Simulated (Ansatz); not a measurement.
HfO2 at a changed volume: Field gradients at the nuclei

The cell is a structure deposited in the COD, relaxed with PBE at fixed cell and then changed (volume scaled by 1.06, ions relaxed).

Space group P2_1/c (No. 14); a = 5.2184, b = 5.2874, c = 5.3877 Å, β = 99.35°.

| site | Wyckoff | site symmetry | x | y | z |
| --- | --- | --- | --- | --- | --- |
| Hf | 4e | 1 | 0.2743 | 0.0444 | 0.2091 |
| O5 | 4e | 1 | 0.4532 | 0.7576 | 0.4725 |
| O9 | 4e | 1 | 0.0658 | 0.3264 | 0.3518 |

One atom of each set is listed.

Level of theory: DFT, PBE, plane waves and PAW, scalar-relativistic, 420 eV cutoff, Γ-centred 6×6×6 k-points, Fermi–Dirac smearing 0.02 eV (Ansatz 0.2.0).

C_Q = eQV_zz/h, which is 24.18 MHz for Q = 1 b and V_zz = 10²¹ V/m²; η = (V_xx − V_yy)/V_zz.

¹⁷⁷Hf: I = 7/2, Q = 3365 mb; ¹⁷O: I = 5/2, Q = -25.58 mb. Quadrupole moments are those of Pyykkö's year-2017 table.

| site | atoms | first shell | V_xx, V_yy, V_zz (10²¹ V/m²) | η | C_Q (MHz) |
| --- | --- | --- | --- | --- | --- |
| Hf | 4 | 7 O at 2.07–2.33 Å | -6.02, -6.89, 12.91 | 0.07 | 1051 |
| O5 | 4 | 4 Hf at 2.17–2.33 Å | -0.078, -1.05, 1.13 | 0.86 | -0.697 |
| O9 | 4 | 3 Hf at 2.07–2.16 Å | -0.079, -1.51, 1.59 | 0.90 | -0.982 |

Without spin–orbit coupling the gradients at and beside Hf can be off by some per cent, at some sites by more. At this changed cell the PBE pressure is -6 GPa.
